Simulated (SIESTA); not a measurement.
**Ir under changes of volume**

One of the cells (14.059 Å³/atom); the others are scaled copies at fixed shape and fractional positions:

```
Ir
1.0
     0.00000    1.91560    1.91560
     1.91560    0.00000    1.91560
     1.91560    1.91560    0.00000
Ir
1
Direct
  0.00000 0.00000 0.00000
```

- Program: SIESTA 5.4.2
- Functional: LDA
- Potentials or basis: PseudoDojo 0.4 standard (LDA files)
- Basis: DZP (energy shift 0.003 Ry; two zetas on semicore shells)
- Grid cutoff: 800 Ry
- Energy shift: 0.003 Ry
- k mesh: 12 × 12 × 12
- Occupations: fermi-dirac, width 0.05 eV
- Spin: no spin polarisation

```tsv
volume (Å³/atom)	energy over the lowest point (meV/atom)	pressure (GPa)
13.215	52.98	24.9
13.496	18.66	14.7
13.778	1.73	5.0
14.059	0.00	-3.0
14.340	?	?
14.621	35.53	-16.6
14.902	69.74	-22.1
```

Problem. What does the run at 14.340 Å³/atom give?

Solution. Energy over the lowest point 11.89 meV/atom; pressure -10.1 GPa.

Worked out: A Birch-Murnaghan fit of order 3 (a polynomial in V^(-2/3)) to the other rows has its minimum at 13.95 Å³/atom with B0 = V·E''(V) = 400 GPa and B' = 5.2. It gives 11.83 meV/atom at 14.340 Å³/atom, against the run's 11.89, and -dE/dV = -10.3 GPa, against -10.1.

Energies are extrapolated to zero smearing.

Caveats: short orbitals over semicore shells can move pressures by several GPa; the basis of atomic orbitals isn't converged, which shifts pressures, moduli and gaps.
